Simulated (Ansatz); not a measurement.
# Deforming Se

```xyz
3
Lattice="4.3552 0.0000 0.0000 -2.1776 3.7717 0.0000 0.0000 0.0000 4.9494" Properties=species:S:1:pos:R:3 pbc="T T T"
Se    0.9451    0.0000    0.8249
Se   -0.4725    0.8185    4.1245
Se    1.7050    2.9532    2.4747
```

Atom numbers follow the list: Se1, Se2, Se3.

The conventional cell has a = 4.355 Å, b = 4.355 Å, c = 4.949 Å, α = 90.00°, β = 90.00°, γ = 120.00°. Se (atom 1) has 2 Se at 2.32 Å as nearest neighbours.

The geometry is COD entry 9008579, unchecked; take it as a test cell.

The calculation used DFT, PBEsol, all-electron LAPW, scalar-relativistic in Ansatz 0.2.0.

The runs use a Γ-centred 8×8×6 k mesh, Fermi–Dirac smearing of 0.02 eV, basis error target 1 meV/atom, no spin polarisation.

The unchanged cell is at 2.88 GPa.

Semilocal functionals give too small gaps.

x, y and z are the Cartesian axes of the cell as listed; fractional coordinates follow a strain, and an engineering shear is twice the off-diagonal strain component.

(1) One change gave: energy change under 1 meV/atom; stress change (xx, yy, zz, yz, xz, xy) -0.23, 0.25, 0.01, 0.54, 0.29, -0.11 GPa, compression positive; change of the force on Se3 (0.047, -0.042, -0.170) eV/Å; gap on the k mesh 1.08 → 1.06 eV. Which change was it?
A. equal xy, yz and zx engineering shear strains of -2 %
B. equal xy, yz and zx engineering shear strains of -1 %
C. equal xy, yz and zx engineering shear strains of +1 %
D. equal xy, yz and zx engineering shear strains of +2 %

Results:

(1) B. For equal xy, yz and zx engineering shear strains of -2 %: energy change +3 meV/atom; stress change (xx, yy, zz, yz, xz, xy) -0.45, 0.53, 0.05, 1.10, 0.56, -0.22 GPa, compression positive; change of the force on Se3 (0.092, -0.089, -0.340) eV/Å; gap on the k mesh 1.08 → 1.03 eV. For equal xy, yz and zx engineering shear strains of +1 %: energy change under 1 meV/atom; stress change (xx, yy, zz, yz, xz, xy) 0.24, -0.23, 0.01, -0.53, -0.31, 0.11 GPa, compression positive; change of the force on Se3 (-0.049, 0.037, 0.170) eV/Å; gap on the k mesh 1.08 → 1.05 eV. For equal xy, yz and zx engineering shear strains of +2 %: energy change +3 meV/atom; stress change (xx, yy, zz, yz, xz, xy) 0.50, -0.43, 0.05, -1.06, -0.64, 0.23 GPa, compression positive; change of the force on Se3 (-0.100, 0.069, 0.341) eV/Å; gap on the k mesh 1.08 → 1.02 eV.
